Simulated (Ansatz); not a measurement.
C, space group C2/m, a calculation of the elastic constants

Program: the Python package of Ansatz (0.2.0).

Notebook, run cell by cell (the value of a cell's last expression is shown):

**Cell 1**
```python
import warnings

import ansatz as az
import numpy as np
```

**Cell 2**
```python
FUNCTIONAL = 'pbesol'
WIDTH_EV = 0.15
TOLERANCE = 1e-07
KMESH = (21, 21, 12)
```

**Cell 3**
```python
warnings.simplefilter('ignore', az.DeckWarning)
```

**Cell 4**
```python
system = (
    az.Lattice.of((2.12732, -1.228282, 0.0), (2.12732, 1.228282, 0.0), (-1.37907, 0.0, 3.50283))
    .atom('C', (0.833356, 0.833356, 9.3e-05))
    .atom('C', (0.166644, 0.166644, 0.999907))
)
```

**Cell 5**
```python
system.resolved().tree()['lattice']
```
Output:
```text
((2.12732, -1.228282, 0.0), (2.12732, 1.228282, 0.0), (-1.37907, 0.0, 3.50283))
```

**Cell 6**
```python
model = (
    system.calculation()
    .functional(FUNCTIONAL)
    .basis(20 * az.Ha, density_ratio=6)
    .accuracy('medium')  # preset for grids and thresholds
    .occupations(az.OccupationsMethod.COLD, width=WIDTH_EV)
    .mixing('broyden')
    .eigensolver('davidson', full_accuracy=True)
    .initial_density(normalization='cell')
    .scf(tolerance=TOLERANCE, algorithm='direct_min')
    .kpoints(*KMESH)  # the mesh must be finer for metals
)
done = model.elastic('relaxed_ion', amplitude=0.005).run(threads=1)
elastic = done.elastic
```

**Cell 7**
```python
C = np.asarray(elastic.c_gpa)
for i in range(6):
    for j in range(i, 6):
        if abs(C[i, j]) > 0.05:
            print(f'C{i + 1}{j + 1} = {C[i, j]:.1f} GPa')
print('smallest eigenvalue of C:', round(elastic.stability.min_eigenvalue_gpa, 1), 'GPa; tensor positive definite:', elastic.stability.min_eigenvalue_gpa > 0)
# averaged moduli need a positive definite tensor
if elastic.stability.min_eigenvalue_gpa > 0:
    m = elastic.moduli
    print(f'K = {m.k_hill_gpa:.1f}, G = {m.g_hill_gpa:.1f}, E = {m.youngs_gpa:.1f} GPa, Poisson ratio {m.poisson:.3f}, K/G = {m.k_hill_gpa / m.g_hill_gpa:.2f}')
    S = np.linalg.inv(elastic.c_gpa)
    print('Young modulus along x, y, z (GPa):', np.round(1 / np.diag(S)[:3], 1))
    print('linear compressibility along x, y, z (1/TPa):', np.round(1000 * S[:3, :3].sum(axis=1), 2))
```
Output:
```text
C11 = 1025.4 GPa
C12 = 193.7 GPa
C13 = -0.3 GPa
C15 = -0.9 GPa
C22 = 1025.3 GPa
C23 = -0.6 GPa
C25 = 1.0 GPa
C33 = 16.0 GPa
C35 = -0.4 GPa
C44 = 2.3 GPa
C46 = 1.0 GPa
C55 = 2.8 GPa
C66 = 416.0 GPa
smallest eigenvalue of C: 2.3 GPa; tensor positive definite: True
K = 143.9, G = 107.4, E = 258.0 GPa, Poisson ratio 0.201, K/G = 1.34
Young modulus along x, y, z (GPa): [988.3 988.2  15.9]
linear compressibility along x, y, z (1/TPa): [ 0.84  0.84 62.88]
```

Notes:
- These settings explore the input space; cutoff and mesh may be short of convergence.
- The cell isn't relaxed first, so the values belong to this volume.
- A positive definite tensor excludes instabilities under uniform strain alone; phonons elsewhere in the zone can still be imaginary.
- Within a few hundredths of an angstrom the cell has the higher group R-3m; the lower one is a small distortion.
- The program warned that this SCF threshold is loose for forces or stresses.
- The cell stands under an uneven stress, so these stress-strain coefficients aren't symmetric, and eigenvalues smaller than that stress decide nothing.
- An opening on this mesh may only mean that it misses a point where bands touch.
- Shear constants of a metal converge slowly with the k-point mesh and can be wrong in sign on a coarse one; the constants belong to the cell that was strained.
- The script silences the warnings on its input, which a real study should read.
- Wall time of the script: 23 min on 1 thread of Arm Neoverse V2, with other jobs on the host, peak memory 0.95 GiB.

(A comment or docstring line of the script was reworded after the run, the code is as it ran.)
